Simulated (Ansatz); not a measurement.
## TiAl in Ansatz: the effect of functional

The system is TiAl.

```
Ti Al
1.0
     2.92350    0.00000    0.00000
    -1.46175    2.53182    0.00000
     0.00000    0.00000    4.76983
Ti Al
1 1
Direct
  0.00000 0.00000 0.00000
  0.33333 0.66667 0.50000
```

The cell comes from a database or a generator and needn't be the stable form of this composition.

The cell isn't the ideal one: volume scaled by 1.06.

Alike in all runs:

| Item | Value |
| --- | --- |
| Program | Ansatz 0.2.0 |
| Task | single point |
| Potentials or basis | Ansatz PAW |
| k mesh | 11 × 11 × 6 |
| Occupations | fermi-dirac, width 0.05 eV |
| Spin | no spin polarisation |

```tsv
functional	cutoff	pressure (GPa)
LDA	420 eV (not typed: the program's choice for these potentials)	-10.9
PBEsol	420 eV (not typed: the program's choice for these potentials)	?
r2SCAN	500 eV (not typed: the program's choice for these potentials)	-6.8
```

What does the run with functional PBEsol give?

Pressure -8.1 GPa.

Caveats: the PAW data sets come from PBE, with cores solved anew for the run's functional, which leaves a small shift of forces and pressure.
